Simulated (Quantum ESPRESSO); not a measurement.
Crystal: HfC.

```xyz
2
Lattice="0.0000 2.3250 2.3250 2.3250 0.0000 2.3250 2.3250 2.3250 0.0000" Properties=species:S:1:pos:R:3 pbc="T T T"
Hf    2.3250    2.3250    2.3250
C     0.0000    0.0000    0.0000
```

Base run:

```yaml
Program: Quantum ESPRESSO 7.5
Functional: PBE
Potentials_or_basis: SSSP 1.3 efficiency PBE
Cutoff: 816 eV
Density_cutoff: 5987 eV
k_mesh: 10 × 10 × 10
Occupations: fermi-dirac, width 0.05 eV
Spin: no spin polarisation
Hubbard_terms: Hf d U = 5 eV
```

Its results: band gap on the k mesh none (metal or under the smearing width); pressure 9.1 GPa.

Task: The run is repeated on the same cell with these changes: hubbard terms from Hf d U = 5 eV to none. What comes out?

Result: Band gap on the k mesh none (metal or under the smearing width); pressure 0.5 GPa.

Caveats: U without spin polarisation on a metal has little footing (some runs); the U is typed as a test and isn't derived for this compound (some runs).
